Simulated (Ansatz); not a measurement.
A run of Ansatz 0.2.0 is set up as follows.

input.yaml

```yaml
crystal:
  lattice:
    - [-1.443, 1.443, 1.443]
    - [1.443, -1.443, 1.443]
    - [1.443, 1.443, -1.443]
  atoms:
    - { symbol: Fe, position: [0.0, 0.0, 0.0], spin: 3.0 }
kpoints:
  mp_grid: { grid: [13, 13, 13] }
scf:
  occupations: { method: fermi_dirac, width: 0.05 }
hamiltonian:
  xc: blyp
  pseudopotentials: { kind: all_electron, lapw: { basis_error: 0.001 } }
magnetization:
  spin_polarized: true
output:
  forces: true
  stress: true
relax:
  f_tol: 0.02
  max_steps: 60
  cell: {}
```

Potentials or basis: all-electron LAPW, scalar-relativistic.

The run is started by

```sh
$ ansatz run input.yaml --threads 2 --pin off --max-ram 6144MiB --backend cpu --events-out ev --progress --plain --runs-dir out
```

Q: What does it give for the relaxed cell?

A: a = 2.484 Å, b = 2.484 Å, c = 2.484 Å, α = 109.47°, β = 109.47°, γ = 109.47°.

Q: What does it give for the net moment?

A: 2.15 μB per cell.

Final structure:
```cif
data_structure
_symmetry_space_group_name_H-M 'P 1'
_symmetry_Int_Tables_number 1
_cell_length_a 2.4839
_cell_length_b 2.4839
_cell_length_c 2.4839
_cell_angle_alpha 109.471
_cell_angle_beta 109.471
_cell_angle_gamma 109.471
_cell_volume 11.80
loop_
_atom_site_label
_atom_site_type_symbol
_atom_site_fract_x
_atom_site_fract_y
_atom_site_fract_z
_atom_site_occupancy
Fe1 Fe 0.00000 0.00000 0.00000 1
```
